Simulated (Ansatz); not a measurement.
# Te2Pt (Moncheite) under changes of volume

One of the cells (24.143 Å³/atom); the others are scaled copies at fixed shape and fractional positions:

```
Pt Te
1.0
     4.01000    0.00000    0.00000
    -2.00500    3.47276    0.00000
     0.00000    0.00000    5.20100
Pt Te
1 2
Direct
  0.00000 0.00000 0.00000
  0.66667 0.33333 0.75000
  0.33333 0.66667 0.25000
```

```yaml
Program: Ansatz 0.2.0
Functional: PBE
Potentials_or_basis: Ansatz PAW
Cutoff: "420 eV (not typed: the program's choice for these potentials)"
k_mesh: 8 × 8 × 5
Occupations: fermi-dirac, width 0.05 eV
Spin: no spin polarisation
```

```tsv
volume (Å³/atom)	energy over the lowest point (meV/atom)	pressure (GPa)	largest force (eV/Å)
22.694	165.15	18.2	1.848
23.177	115.78	14.6	1.538
23.660	76.44	11.5	1.254
24.143	?	?	?
24.626	23.78	6.1	0.756
25.108	8.67	3.9	0.537
25.591	0.00	1.9	0.336
```

**Question.** What does the run at 24.143 Å³/atom give?

**Answer.** Energy over the lowest point 46.09 meV/atom; pressure 8.7 GPa; largest force 0.994 eV/Å.

Worked out: A Birch-Murnaghan fit of order 3 (a polynomial in V^(-2/3)) to the other rows has its minimum at 26.09 Å³/atom, just outside them, with B0 = V·E''(V) = 92 GPa and B' = 4.9 at fixed shape and positions, which overstates the stiffness. It gives 46.09 meV/atom at 24.143 Å³/atom, against the run's 46.09, and -dE/dV = 8.7 GPa, against 8.7.

Energies are extrapolated to zero smearing.

Caveats: forces of over 1 eV/Å show positions far from the minimum, so gaps and moduli don't describe the material at rest (some runs).
